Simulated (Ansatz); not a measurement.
# ZrS: a line through an energy map

How does the energy of ZrS (Fm-3m, No. 225; 2 atoms in the cell) vary with normal strain along x, at amplitude of mode 4 (269 cm⁻¹) = −0.107 Å?

The COD entry's cell or inner coordinates are ideal or old and differ from later refinements, so a difference from it is no clean test against experiment.

Program: Ansatz 0.2.0. Level of theory: DFT LDA, scalar-relativistic, plane waves, PAW. These are calculated values, not measurements.

3 further runs of the same task are left out: 3 set aside as unsound or not needed.

## Step 1: The system as given

Symmetry: Fm-3m, No. 225, cubic system. Conventional cell: a = 5.134 Å, b = 5.134 Å, c = 5.134 Å, α = 90.00°, β = 90.00°, γ = 90.00°. Zr (site symmetry m-3m) is surrounded by 6 S at 2.57 Å. Around S (site symmetry m-3m) lie 6 Zr at 2.57 Å.

As a file:

```xyz
2
Lattice="0.0000 2.5671 2.5671 2.5671 0.0000 2.5671 2.5671 2.5671 0.0000" Properties=species:S:1:pos:R:3 pbc="T T T"
Zr    0.0000    0.0000    0.0000
S     2.5671    2.5671    2.5671
```

This cell was relaxed beforehand with the same method: volume 16.92 Å³/atom, gap on the mesh none (metal).

## Step 2: What is varied

The energy is mapped over a normal mode and a strain (zone-centre modes of the cell shown) (x along [1 0 0], y along [0 1 0], z along [0 0 1] of the conventional cell).

The axes are (1) amplitude of mode 4 (269 cm⁻¹), largest displacement in the unstrained cell: 7 values from −0.161 Å; (2) normal strain along x: 7 values from −7.00 %.

Nothing else is relaxed (the pattern is fixed in fractional coordinates). Energies count from the relaxed high-symmetry cell. Points are written as (first, second).

The modes come from a phonon run on the reference cell, made beforehand.

The patterns, per unit of each coordinate (Å):

```tsv
atom	x1	y1	z1
Zr1	-0.351	0.000	0.000
S2	1.000	0.000	0.000
```

## Step 3: Point (−0.107 Å, −7.00 %)

input.yaml

```yaml
crystal:
  lattice:
    - [0.0, 2.567144725, 2.567144725]
    - [2.3874445942, 0.0, 2.567144725]
    - [2.3874445942, 2.567144725, 0.0]
  atoms:
    - { symbol: Zr, position: [-0.0073447758, 0.0073447758, 0.0073447758] }
    - { symbol: S, position: [0.5208987049, 0.4791012951, 0.4791012951] }
basis:
  ecutwfc: 420
kpoints:
  mp_grid: { grid: [16, 16, 16] }
hamiltonian:
  xc: lda
  pseudopotentials: { kind: paw, azcp: { folder: soft_1 } }
scf:
  occupations: { method: gaussian, width: 0.15 }
output:
  forces: true
  stress: true
  eigenvalues: true
```

Launch:

```sh
$ ansatz run input.yaml --threads 1 --pin off --max-ram 2048MiB --backend cpu --events-out ev --progress --plain --runs-dir out
```

The log of the run, cut to the lines that bear on the results:

```text
Warning: <dir> the record states the generating functional pbe (its physics header spells it `PBE`), which answers neither for hamiltonian.xc's functional nor for the lda family's — results may be inconsistent (PPs are generated against a specific XC)
[...]
Warning: RAYON_NUM_THREADS=1 ignored (pool sized by the plan → 1); use --threads N
[...]
Pseudopotentials: kind: paw
Pseudopotential: Zr, paw, valence charge 12, recommended cutoff 420 eV (normal), <dir>
Pseudopotential: S, paw, valence charge 6, recommended cutoff 420 eV (normal), <dir>
Functional definition: SPW92
[...]
Crystal: 2 atoms, lattice volume = 31.468 Å³
Basis set: ecut = 420 eV, 603 PW (Γ)
Bands: 13, of which v1, the nominal top of the filled ones, is band 9 counted from 1 (8 counted from 0)
Symmetry: 8 space group operations
Space group: I4mm (ITA 107), of the structure as read, at distance tolerance 3.2e-5 Å
k-points: 349 of 4096 (time reversal used)
[...]
SCF iter   1: F=—  HF=-4949.913877 eV  |F-HF|=—  |Δ(HF+E_count)|=         —  Δρ=3.26e-2  dr2=3.81e-1  ethr=3.10e-3  ⟨swp⟩=6.1  Hψ=64284  notcnv=0  defer=6
[...]
SCF iter   7: F=-4949.779574 eV  HF=-4949.779574 eV  |F-HF|=2.18e-9  |Δ(HF+E_count)|=   3.37e-8  Δρ=3.83e-6  dr2=4.66e-9  ethr=5.56e-10  ⟨swp⟩=9.9  Hψ=31152  notcnv=0
[...]
SCF converged after 7 iterations
Free energy (F): -4949.779574 eV
[...]
E sigma→0 (E₀):  -4949.773911 eV
Entropy (-TS):   -0.011326 eV (-5.663 meV/atom)
Fermi energy:    16.624779 eV
[...]
--- Forces (eV/Å), atoms counted from 1 ---
  atom   1  Zr    -2.66061528    -0.00000000     0.00000000
  atom   2  S      2.66058610    -0.00000000     0.00000000
[...]
--- Stress (GPa, compression-positive) ---
       49.464111       0.000000       0.000000
        0.000000       3.188286       0.000000
        0.000000       0.000000       3.188286
  P = ⅓ Tr σ = 18.6136 GPa (186.136 kbar)
--- Band table (eV; the first three rows and the last of 349) ---
  k-point 0: bands = ["-32.8111", "-10.9793", "-10.8007", "-10.8007", "0.2975", "12.8074", "12.8074", "13.2606", "15.0164", "15.0164", "15.6153", "15.6474", "16.0637", "20.0624", "23.8381", "29.5522", "30.6998"]
[...]
```

Run time: 34 s. Hardware: 1 thread of Arm Neoverse N1, shared host; peak memory 0.46 GiB.

That is 0.438 eV from the zero.

## Step 4: Point (−0.107 Å, −4.67 %)

input.yaml, as its differences from that of step 3:

```diff
@@ -3,4 +3,4 @@
     - [0.0, 2.567144725, 2.567144725]
-    - [2.3874445942, 0.0, 2.567144725]
-    - [2.3874445942, 2.567144725, 0.0]
+    - [2.4472590663, 0.0, 2.567144725]
+    - [2.4472590663, 2.567144725, 0.0]
   atoms:
```

Launch:

```sh
$ ansatz run input.yaml --threads 1 --pin off --max-ram 2048MiB --backend cpu --events-out ev --progress --plain --runs-dir out
```

The log of the run, cut to the lines that bear on the results:

```text
Warning: <dir> the record states the generating functional pbe (its physics header spells it `PBE`), which answers neither for hamiltonian.xc's functional nor for the lda family's — results may be inconsistent (PPs are generated against a specific XC)
[...]
Warning: RAYON_NUM_THREADS=1 ignored (pool sized by the plan → 1); use --threads N
[...]
[... 4 set-up lines as earlier in the session ...]
[...]
Crystal: 2 atoms, lattice volume = 32.256 Å³
Basis set: ecut = 420 eV, 621 PW (Γ)
Bands: 13, of which v1, the nominal top of the filled ones, is band 9 counted from 1 (8 counted from 0)
[... 2 set-up lines as earlier in the session ...]
k-points: 349 of 4096 (time reversal used)
[...]
SCF iter   1: F=—  HF=-4950.096041 eV  |F-HF|=—  |Δ(HF+E_count)|=         —  Δρ=3.07e-2  dr2=3.58e-1  ethr=3.10e-3  ⟨swp⟩=6.1  Hψ=64103  notcnv=0  defer=3
[...]
SCF iter   7: F=-4949.975602 eV  HF=-4949.975602 eV  |F-HF|=2.52e-9  |Δ(HF+E_count)|=   2.20e-8  Δρ=3.81e-6  dr2=5.03e-9  ethr=5.56e-10  ⟨swp⟩=10.0  Hψ=30473  notcnv=0
[...]
SCF converged after 7 iterations
Free energy (F): -4949.975602 eV
[...]
E sigma→0 (E₀):  -4949.969044 eV
Entropy (-TS):   -0.013116 eV (-6.558 meV/atom)
Fermi energy:    16.198320 eV
[...]
--- Forces (eV/Å), atoms counted from 1 ---
  atom   1  Zr    -2.02972181    -0.00000000     0.00000000
  atom   2  S      2.02969438    -0.00000000    -0.00000000
[...]
--- Stress (GPa, compression-positive) ---
       31.089182       0.000000      -0.000000
        0.000000       1.868632       0.000000
       -0.000000       0.000000       1.868632
  P = ⅓ Tr σ = 11.6088 GPa (116.088 kbar)
--- Band table (eV; the first three rows and the last of 349) ---
  k-point 0: bands = ["-33.3138", "-11.4288", "-11.3181", "-11.3181", "-0.0303", "12.4384", "12.4384", "12.6905", "14.7111", "14.7111", "15.0222", "15.3138", "15.7370", "19.1867", "23.3721", "29.1458", "29.8012"]
[...]
```

Wall time 33 s (1 thread of Arm Neoverse N1, shared host); peak memory 0.46 GiB.

On the map this point reads 0.242 eV.

## Step 5: Point (−0.107 Å, −2.33 %)

input.yaml, as its differences from that of step 4:

```diff
@@ -3,4 +3,4 @@
     - [0.0, 2.567144725, 2.567144725]
-    - [2.4472590663, 0.0, 2.567144725]
-    - [2.4472590663, 2.567144725, 0.0]
+    - [2.5073302529, 0.0, 2.567144725]
+    - [2.5073302529, 2.567144725, 0.0]
   atoms:
```

Launch:

```sh
$ ansatz run input.yaml --threads 1 --pin off --max-ram 2048MiB --backend cpu --events-out ev --progress --plain --runs-dir out
```

The log of the run, cut to the lines that bear on the results:

```text
Warning: <dir> the record states the generating functional pbe (its physics header spells it `PBE`), which answers neither for hamiltonian.xc's functional nor for the lda family's — results may be inconsistent (PPs are generated against a specific XC)
[...]
Warning: RAYON_NUM_THREADS=1 ignored (pool sized by the plan → 1); use --threads N
[...]
[... 4 set-up lines as earlier in the session ...]
[...]
Crystal: 2 atoms, lattice volume = 33.048 Å³
Basis set: ecut = 420 eV, 629 PW (Γ)
Bands: 13, of which v1, the nominal top of the filled ones, is band 9 counted from 1 (8 counted from 0)
[... 2 set-up lines as earlier in the session ...]
k-points: 349 of 4096 (time reversal used)
[...]
SCF iter   1: F=—  HF=-4950.205203 eV  |F-HF|=—  |Δ(HF+E_count)|=         —  Δρ=2.95e-2  dr2=3.46e-1  ethr=3.10e-3  ⟨swp⟩=6.1  Hψ=64052  notcnv=0  defer=3
[...]
SCF iter   7: F=-4950.092441 eV  HF=-4950.092441 eV  |F-HF|=3.27e-9  |Δ(HF+E_count)|=   2.56e-8  Δρ=4.00e-6  dr2=6.30e-9  ethr=5.56e-10  ⟨swp⟩=10.0  Hψ=30815  notcnv=0
[...]
SCF converged after 7 iterations
Free energy (F): -4950.092441 eV
[...]
E sigma→0 (E₀):  -4950.086054 eV
Entropy (-TS):   -0.012774 eV (-6.387 meV/atom)
Fermi energy:    15.778553 eV
[...]
--- Forces (eV/Å), atoms counted from 1 ---
  atom   1  Zr    -1.49937641    -0.00000000     0.00000000
  atom   2  S      1.49934695    -0.00000000     0.00000000
[...]
--- Stress (GPa, compression-positive) ---
       16.729651       0.000000       0.000000
        0.000000       0.591465       0.000000
        0.000000       0.000000       0.591465
  P = ⅓ Tr σ = 5.9709 GPa (59.709 kbar)
--- Band table (eV; the first three rows and the last of 349) ---
  k-point 0: bands = ["-33.7964", "-11.8726", "-11.8120", "-11.8120", "-0.3447", "12.0752", "12.0752", "12.1696", "14.4179", "14.4179", "14.4601", "14.9852", "15.3796", "18.4122", "22.9320", "28.7463", "28.9686"]
[...]
```

It took 33 s on 1 thread of Arm Neoverse N1, shared host; peak memory 0.47 GiB.

That is 0.125 eV from the zero.

## Step 6: Point (−0.107 Å, 0.00 %)

input.yaml, as its differences from that of step 5:

```diff
@@ -3,4 +3,4 @@
     - [0.0, 2.567144725, 2.567144725]
-    - [2.5073302529, 0.0, 2.567144725]
-    - [2.5073302529, 2.567144725, 0.0]
+    - [2.567144725, 0.0, 2.567144725]
+    - [2.567144725, 2.567144725, 0.0]
   atoms:
```

Launch:

```sh
$ ansatz run input.yaml --threads 1 --pin off --max-ram 2048MiB --backend cpu --events-out ev --progress --plain --runs-dir out
```

The log of the run, cut to the lines that bear on the results:

```text
[...]
SCF converged after 7 iterations
Free energy (F): -4950.145819 eV
[...]
E sigma→0 (E₀):  -4950.139527 eV
Entropy (-TS):   -0.012584 eV (-6.292 meV/atom)
Fermi energy:    15.378568 eV
[...]
--- Forces (eV/Å), atoms counted from 1 ---
  atom   1  Zr    -1.05203793    -0.00000000     0.00000000
  atom   2  S      1.05200827    -0.00000000     0.00000000
[...]
--- Stress (GPa, compression-positive) ---
        5.461614       0.000000       0.000000
        0.000000      -0.449293       0.000000
        0.000000       0.000000      -0.449293
  P = ⅓ Tr σ = 1.5210 GPa (15.210 kbar)
--- Band table (eV; the first three rows and the last of 349) ---
  k-point 0: bands = ["-34.2548", "-12.3051", "-12.2780", "-12.2780", "-0.6451", "11.6942", "11.7211", "11.7211", "13.9324", "14.1377", "14.1377", "14.6654", "14.9887", "17.7442", "22.5190", "28.1992", "28.1992"]
[...]
```

Run time: 32 s. Hardware: 1 thread of Arm Neoverse N1, shared host; peak memory 0.47 GiB.

Energy on the map's scale: 0.071 eV.

## Step 7: Variant: occupations.method tetrahedron_uncorrected, ecutwfc left out, width left out

input.yaml, as its differences from that of step 6:

```diff
@@ -8,4 +8,2 @@
     - { symbol: S, position: [0.5208987049, 0.4791012951, 0.4791012951] }
-basis:
-  ecutwfc: 420
 kpoints:
@@ -16,6 +14,6 @@
 scf:
-  occupations: { method: gaussian, width: 0.15 }
+  occupations: { method: tetrahedron_uncorrected }
 output:
   forces: true
+  eigenvalues: true
   stress: true
-  eigenvalues: true
```

Launch:

```sh
$ ansatz run input.yaml --threads 1 --pin off --max-ram 2048MiB --backend cpu --events-out ev --progress --plain --runs-dir out
```

The log of the run, cut to the lines that bear on the results:

```text
Warning: <dir> the record states the generating functional pbe (its physics header spells it `PBE`), which answers neither for hamiltonian.xc's functional nor for the lda family's — results may be inconsistent (PPs are generated against a specific XC)
[...]
Warning: RAYON_NUM_THREADS=1 ignored (pool sized by the plan → 1); use --threads N
[...]
[... 4 set-up lines as earlier in the session ...]
[...]
Crystal: 2 atoms, lattice volume = 33.836 Å³
Basis set: ecut = 420 eV, 645 PW (Γ)
Bands: 13, of which v1, the nominal top of the filled ones, is band 9 counted from 1 (8 counted from 0)
[... 2 set-up lines as earlier in the session ...]
k-points: 349 of 4096 (time reversal used)
[...]
SCF iter   1: F=—  HF=-4950.214291 eV  |F-HF|=—  |Δ(HF+E_count)|=         —  Δρ=2.90e-2  dr2=3.50e-1  ethr=3.10e-3  ⟨swp⟩=6.1  Hψ=62594  notcnv=0
[...]
SCF iter   7: F=-4950.102796 eV  HF=-4950.102796 eV  |F-HF|=2.49e-9  |Δ(HF+E_count)|=   2.80e-8  Δρ=3.68e-6  dr2=5.49e-9  ethr=5.56e-10  ⟨swp⟩=8.0  Hψ=26013  notcnv=0
[...]
SCF converged after 7 iterations
Free energy (F): -4950.102796 eV
[...]
E sigma→0 (E₀):  -4950.102796 eV
Entropy (-TS):   -0.000006 eV (-0.003 meV/atom)
Fermi energy:    15.368125 eV
[...]
--- Forces (eV/Å), atoms counted from 1 ---
  atom   1  Zr    -0.98287528    -0.00000000     0.00000000
  atom   2  S      0.98284761    -0.00000000     0.00000000
[...]
--- Stress (GPa, compression-positive) ---
        5.745263       0.000000       0.000000
        0.000000      -0.262289       0.000000
        0.000000       0.000000      -0.262289
  P = ⅓ Tr σ = 1.7402 GPa (17.402 kbar)
--- Band table (eV; the first three rows and the last of 349) ---
  k-point 0: bands = ["-34.2563", "-12.3043", "-12.2806", "-12.2806", "-0.6446", "11.6973", "11.7213", "11.7213", "13.9298", "14.1375", "14.1375", "14.6628", "14.9876", "17.7444", "22.5192", "28.1999", "28.1999"]
[...]
```

Run time: 33 s. Hardware: 1 thread of Arm Neoverse N1, shared host; peak memory 0.47 GiB.

```tsv
run	ending	energy change	pressure (GPa)	gap (eV)	force (eV/Å)	cycles	time
step 6	converged	0	1.5	0.00	1.05	7	32 s
variant	converged	+18.4 meV/atom (σ→0)	1.7	0.00	0.98	7	33 s
```

Changing the smearing moves the energy by +18.4 meV/atom (σ→0 values), and the largest force goes from 1.05 to 0.98 eV/Å.

## Step 8: Grid point (−0.107 Å, 2.33 %)

input.yaml, as its differences from that of step 6:

```diff
@@ -3,4 +3,4 @@
     - [0.0, 2.567144725, 2.567144725]
-    - [2.567144725, 0.0, 2.567144725]
-    - [2.567144725, 2.567144725, 0.0]
+    - [2.6269591971, 0.0, 2.567144725]
+    - [2.6269591971, 2.567144725, 0.0]
   atoms:
```

Launch:

```sh
$ ansatz run input.yaml --threads 1 --pin off --max-ram 2048MiB --backend cpu --events-out ev --progress --plain --runs-dir out
```

The log of the run, cut to the lines that bear on the results:

```text
[...]
SCF converged after 7 iterations
Free energy (F): -4950.151038 eV
[...]
E sigma→0 (E₀):  -4950.144347 eV
Entropy (-TS):   -0.013383 eV (-6.691 meV/atom)
Fermi energy:    14.984245 eV
[...]
--- Forces (eV/Å), atoms counted from 1 ---
  atom   1  Zr    -0.69351479    -0.00000000     0.00000000
  atom   2  S      0.69348918    -0.00000000     0.00000000
[...]
--- Stress (GPa, compression-positive) ---
       -2.879552       0.000000       0.000000
        0.000000      -1.506047      -0.000000
        0.000000      -0.000000      -1.506047
  P = ⅓ Tr σ = -1.9639 GPa (-19.639 kbar)
--- Band table (eV; the first three rows and the last of 349) ---
  k-point 0: bands = ["-34.6945", "-12.7273", "-12.7232", "-12.7232", "-0.9335", "11.2556", "11.3755", "11.3755", "13.4323", "13.8685", "13.8685", "14.3513", "14.5627", "17.1740", "22.1291", "27.4849", "27.4849"]
[...]
```

Run time: 35 s. Hardware: 1 thread of Arm Neoverse N1, shared host; peak memory 0.47 GiB.

Energy on the map's scale: 0.066 eV.

## Step 9: The run at (−0.107 Å, 4.67 %)

input.yaml, as its differences from that of step 8:

```diff
@@ -3,4 +3,4 @@
     - [0.0, 2.567144725, 2.567144725]
-    - [2.6269591971, 0.0, 2.567144725]
-    - [2.6269591971, 2.567144725, 0.0]
+    - [2.6870303837, 0.0, 2.567144725]
+    - [2.6870303837, 2.567144725, 0.0]
   atoms:
```

Launch:

```sh
$ ansatz run input.yaml --threads 1 --pin off --max-ram 2048MiB --backend cpu --events-out ev --progress --plain --runs-dir out
```

The log of the run, cut to the lines that bear on the results:

```text
[...]
SCF converged after 7 iterations
Free energy (F): -4950.121117 eV
[...]
E sigma→0 (E₀):  -4950.114147 eV
Entropy (-TS):   -0.013941 eV (-6.970 meV/atom)
Fermi energy:    14.594489 eV
[...]
--- Forces (eV/Å), atoms counted from 1 ---
  atom   1  Zr    -0.40781622    -0.00000000     0.00000000
  atom   2  S      0.40779692    -0.00000000    -0.00000000
[...]
--- Stress (GPa, compression-positive) ---
       -8.906730       0.000000       0.000000
        0.000000      -2.574889       0.000000
        0.000000       0.000000      -2.574889
  P = ⅓ Tr σ = -4.6855 GPa (-46.855 kbar)
--- Band table (eV; the first three rows and the last of 349) ---
  k-point 0: bands = ["-35.1188", "-13.1516", "-13.1516", "-13.1397", "-1.2129", "10.8464", "11.0362", "11.0362", "12.9545", "13.6080", "13.6080", "14.0408", "14.1069", "16.6870", "21.7590", "26.8154", "26.8154"]
[...]
```

Wall time 36 s (1 thread of Arm Neoverse N1, shared host); peak memory 0.48 GiB.

On the map this point reads 0.096 eV.

## Step 10: The run at (−0.107 Å, 7.00 %)

input.yaml, as its differences from that of step 9:

```diff
@@ -3,4 +3,4 @@
     - [0.0, 2.567144725, 2.567144725]
-    - [2.6870303837, 0.0, 2.567144725]
-    - [2.6870303837, 2.567144725, 0.0]
+    - [2.7468448558, 0.0, 2.567144725]
+    - [2.7468448558, 2.567144725, 0.0]
   atoms:
```

Launch:

```sh
$ ansatz run input.yaml --threads 1 --pin off --max-ram 2048MiB --backend cpu --events-out ev --progress --plain --runs-dir out
```

The log of the run, cut to the lines that bear on the results:

```text
Warning: <dir> the record states the generating functional pbe (its physics header spells it `PBE`), which answers neither for hamiltonian.xc's functional nor for the lda family's — results may be inconsistent (PPs are generated against a specific XC)
[...]
Warning: RAYON_NUM_THREADS=1 ignored (pool sized by the plan → 1); use --threads N
[...]
[... 4 set-up lines as earlier in the session ...]
[...]
Crystal: 2 atoms, lattice volume = 36.205 Å³
Basis set: ecut = 420 eV, 717 PW (Γ)
Bands: 13, of which v1, the nominal top of the filled ones, is band 9 counted from 1 (8 counted from 0)
[... 1 set-up line as earlier in the session ...]
Space group: I4mm (ITA 107), of the structure as read, at distance tolerance 3.3e-5 Å
k-points: 349 of 4096 (time reversal used)
[...]
SCF iter   1: F=—  HF=-4950.191098 eV  |F-HF|=—  |Δ(HF+E_count)|=         —  Δρ=2.93e-2  dr2=3.99e-1  ethr=3.10e-3  ⟨swp⟩=6.1  Hψ=63746  notcnv=0  defer=2
[...]
SCF iter   7: F=-4950.066056 eV  HF=-4950.066056 eV  |F-HF|=1.87e-9  |Δ(HF+E_count)|=   1.11e-8  Δρ=3.65e-6  dr2=5.36e-9  ethr=5.56e-10  ⟨swp⟩=9.9  Hψ=29923  notcnv=0
[...]
SCF converged after 7 iterations
Free energy (F): -4950.066056 eV
[...]
E sigma→0 (E₀):  -4950.058764 eV
Entropy (-TS):   -0.014584 eV (-7.292 meV/atom)
Fermi energy:    14.221231 eV
[...]
--- Forces (eV/Å), atoms counted from 1 ---
  atom   1  Zr    -0.17422427    -0.00000000     0.00000000
  atom   2  S      0.17420927    -0.00000000     0.00000000
[...]
--- Stress (GPa, compression-positive) ---
      -13.222799       0.000000       0.000000
        0.000000      -3.543952      -0.000000
        0.000000      -0.000000      -3.543952
  P = ⅓ Tr σ = -6.7702 GPa (-67.702 kbar)
--- Band table (eV; the first three rows and the last of 349) ---
  k-point 0: bands = ["-35.5250", "-13.5608", "-13.5608", "-13.5383", "-1.4825", "10.4650", "10.7059", "10.7059", "12.5011", "13.3579", "13.3579", "13.6373", "13.7366", "16.2699", "21.4104", "26.1966", "26.1966"]
[...]
```

Wall time 38 s (1 thread of Arm Neoverse N1, shared host); peak memory 0.48 GiB.

Energy on the map's scale: 0.151 eV.

## Step 11: What came out

| normal strain along x (%) | step | energy (eV) | slope (eV per %) | pressure (GPa) | largest force on an atom (eV/Å) |
| --- | --- | --- | --- | --- | --- |
| −7.00 | 3 | 0.438 | −0.104 | 18.6 | 2.66 |
| −4.67 | 4 | 0.242 | −0.066 | 11.6 | 2.03 |
| −2.33 | 5 | 0.125 | −0.035 | 6.0 | 1.50 |
| 0.00 | 6 | 0.071 | −0.012 | 1.5 | 1.05 |
| 2.33 | 8 | 0.066 | 0.006 | −2.0 | 0.69 |
| 4.67 | 9 | 0.096 | 0.019 | −4.7 | 0.41 |
| 7.00 | 10 | 0.151 | 0.028 | −6.8 | 0.17 |

Energies count from the relaxed high-symmetry cell. Slopes come from the forces (and the stress, where the cell changes), not from differences of energies.

```tsv
run	outcome
step 7, run with occupations.method tetrahedron_uncorrected, ecutwfc left out, width left out (against step 6)	+18.4 meV/atom; the largest force goes from 1.05 to 0.98 eV/Å
```

The lowest point of the line is at 2.33 %, 0.066 eV from the zero. A fit to energies and slopes at the lowest point and its two neighbours puts the minimum at 1.436 %, with a curvature of about 0.0072 eV per %². The highest point computed, at −7.00 %, lies 0.371 eV above the lowest. This is one cut through a surface in two coordinates; the map's lowest point lies off it.
